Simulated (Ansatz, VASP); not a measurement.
**One calculation of WC3, two programs**

```xyz
4
Lattice="3.6898 -0.4963 0.2165 0.3910 2.8266 -0.1643 -0.1890 0.2480 3.7639" Properties=species:S:1:pos:R:3 pbc="T T T"
W     2.8193    2.9813   -0.1302
C     2.5368    1.6785    1.6689
C     1.3495    1.8985    2.5637
C     3.6290    1.5917    2.6977
```

Alike in both runs: functional PBE; k mesh 4 × 6 × 6; occupations gaussian, width 0.1 eV; no spin polarisation.

Ansatz relaxed the structure, and its values are those at the end. VASP's run is a single point on that final structure, the one shown.

```csv
,VASP,Ansatz
version,VASP 6.6.1,Ansatz 0.2.0
potentials or method,"VASP PAW PBE potentials, release 64 (W_sv, C)","scalar-relativistic, plane waves, PAW"
plane-wave cutoff (eV),520,420
valence electrons in the cell,26,26
```

|  | VASP | Ansatz | Ansatz less VASP |
| --- | --- | --- | --- |
| gap on the k mesh at the Fermi level (eV) | none | none | - |
| pressure (GPa) | 0.7 | 0.0 | -0.76 |
| rms of the force components (eV/Å) | 0.032 | 0.014 | -0.0183 |

A gap of «none» marks a metal or a gap that the smearing closes.

Caveats: the k mesh is coarse (spacing up to 0.42 Å⁻¹), so the values aren't converged. Spin-orbit coupling is left out, which matters for the levels of W.
